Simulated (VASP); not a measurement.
Write the native input for VASP 6.6.1 that does the following.

| Quantity | Value |
| --- | --- |
| Task | single point |
| Functional | PBEsol |
| Potentials or basis | VASP PAW PBE potentials, release 64 (Ba_sv) |
| Cutoff | 520 eV |
| k mesh | 12 × 12 × 12 |
| Occupations | gaussian, width 0.1 eV |
| Spin | no spin polarisation |
| Further INCAR settings | ALGO = Fast; EDIFF = 1e-06 |

The structure of Ba lies in POSCAR:

```
Ba
1.0
   -2.5125000000      2.5125000000      2.5125000000
    2.5125000000     -2.5125000000      2.5125000000
    2.5125000000      2.5125000000     -2.5125000000
Ba
1
Direct
    0.0000000000      0.0000000000      0.0000000000
```

These files were run (other wordings do the same):

INCAR

```
PREC = Accurate
ENCUT = 520
EDIFF = 1E-6
ISMEAR = 0
SIGMA = 0.1
LREAL = F
LASPH = T
NELM = 80
ALGO = Fast
ISIF = 2
LWAVE = F
LCHARG = F
GGA = PS
```

KPOINTS

```
regular mesh
0
Gamma
  12 12 12
```

Potentials or basis: VASP PAW PBE potentials, release 64 (Ba_sv).

Run with:

```bash
$ cat potpaw_PBE.64/Ba_sv/POTCAR > POTCAR
$ mpirun -np 1 vasp_std > vasp.out
```

Results of the run:

```yaml
Pressure: -0.7 GPa
Band_gap_on_the_k_mesh: none (metal or under the smearing width)
```

Caveat: the PAW data sets were made with another functional, which shifts forces and pressure a little.

Run time: 18 s on 1 thread of AMD EPYC 9R45 (Zen 5) (shared host), peak memory 0.17 GiB.
